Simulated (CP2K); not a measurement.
**HgTe (Coloradoite) under changes of volume**

One of the cells (33.215 Å³/atom); the others are scaled copies at fixed shape and fractional positions:

```
CELL_PARAMETERS angstrom
4.54599 0.00000 0.00000
2.27299 3.93694 0.00000
2.27299 1.31231 3.71178
ATOMIC_POSITIONS crystal
Hg 0.00000 0.00000 0.00000
Te 0.75000 0.75000 0.75000
```

```yaml
Program: CP2K 2026.2
Functional: LDA
Potentials_or_basis: GTH_POTENTIALS Hg GTH-PADE-q12, Te GTH-PADE-q6; TZVP-MOLOPT-PBE-GTH basis
Density_cutoff: 6123 eV
k_mesh: 7 × 7 × 7
Occupations: fermi-dirac, width 0.05 eV
Spin: no spin polarisation
```

```csv
volume (Å³/atom),energy over the lowest point (meV/atom),pressure (GPa)
31.223,?,?
31.887,18.00,3.2
32.551,7.39,2.0
33.215,1.57,0.9
33.880,0.00,-0.1
34.544,2.20,-0.9
35.208,7.73,-1.7
```

What does the run at 31.223 Å³/atom give?

Energy over the lowest point 34.01 meV/atom; pressure 4.6 GPa.

Worked out: A Birch-Murnaghan fit of order 3 (a polynomial in V^(-2/3)) to the other rows has its minimum at 33.81 Å³/atom with B0 = V·E''(V) = 47 GPa and B' = 5.2. It gives 34.02 meV/atom at 31.223 Å³/atom, against the run's 34.01, and -dE/dV = 4.6 GPa, against 4.6.

Energies are extrapolated to zero smearing.

Caveats: the basis of atomic orbitals isn't converged, which shifts pressures, moduli and gaps.
